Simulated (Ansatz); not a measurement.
The cell below belongs to a search over invented structures; it isn't taken from experiment.

Input and command of a plane-wave DFT calculation in Ansatz:

```yaml
crystal:
  lattice:
    - [5.6994247209, 0.0, 0.0]
    - [-2.8497123604, 4.9358465952, 0.0]
    - [0.0, 0.0, 8.533461429]
  atoms:
    - { symbol: Ba, position: [0.0, 0.0, 0.7553797337] }
    - { symbol: Ba, position: [0.0, 0.0, 0.2446202663] }
    - { symbol: Zr, position: [0.3333333333, 0.6666666667, 0.5] }
    - { symbol: Zr, position: [0.6666666667, 0.3333333333, 0.5] }
    - { symbol: O, position: [0.3897332483, 0.3897332483, 0.6379331791] }
    - { symbol: O, position: [0.6102667517, 0.0, 0.6379331791] }
    - { symbol: O, position: [0.0, 0.6102667517, 0.6379331791] }
    - { symbol: O, position: [0.6102667517, 0.6102667517, 0.3620668209] }
    - { symbol: O, position: [0.3897332483, 0.0, 0.3620668209] }
    - { symbol: O, position: [0.0, 0.3897332483, 0.3620668209] }
basis:
  ecutwfc: 420
kpoints:
  mp_grid: { grid: [6, 6, 4] }
hamiltonian:
  xc: pbe
scf:
  occupations: { method: gaussian, width: 0.02 }
output:
  forces: true
  stress: true
  eigenvalues: true
  write_density: true
  write_potential: true
  elf: true
  volumetric_format: npy
relax:
  adjacent_minimum: "off"
  f_tol: 0.01
  max_steps: 80
  cell: { stress_tol: 0.05 }
```

```bash
ansatz run input.yaml --threads 1 --pin off --max-ram 2560MiB --backend cpu --events-out ev --progress --plain --runs-dir out
```

Processor: Intel(R) Xeon(R) Processor @ 2.70GHz, 1 thread, on a host shared with other jobs.

Q: How long does it run, and how much memory does it take?

A: About 13 min, peak memory 0.71 GiB. It solves 50 bands at 24 k points (after reduction by symmetry) with about 5855 plane waves (on the last cell), in 196 SCF iterations over 27 ionic steps.
